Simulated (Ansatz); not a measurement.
CoPt: biaxial strain −1.38 %, plane normal [001], relaxed out of plane

Base system: CoPt (space group P4/mmm, No. 123; a = 2.677 Å, c = 3.729 Å; ferromagnetic; relaxed with 0.1 eV smearing). Axes: x, y, z lie along a, b, c of the conventional cell.

One thing is altered: biaxial strain −1.38 %, plane normal [001], relaxed out of plane (Cartesian); in-plane vectors clamped, the third vector and the atoms free.

Calculations: r2SCAN, PAW, 500 eV (Ansatz, a program for electronic structure; without spin-orbit coupling). k-mesh 21×21×16 (Γ-centred); smearing 0.1 eV (Fermi–Dirac).

| quantity | base | changed | shift |
|---|---|---|---|
| space group | P4/mmm (No. 123) | P4/mmm (No. 123) | – |
| pressure (mean of the normal stresses, compression positive) | 0.0 GPa | 3.9 GPa | +3.9 GPa |
| band gap | zero | zero | – |
| magnetic state | ferromagnetic | ferromagnetic | – |
| out-of-plane strain | – | +1.39 % | – |
| mean in-plane stress (compression positive) | – | +5.8 GPa | – |

Other magnetic orders, which the real material may have, were not ruled out. Stability against distortions was not tested.
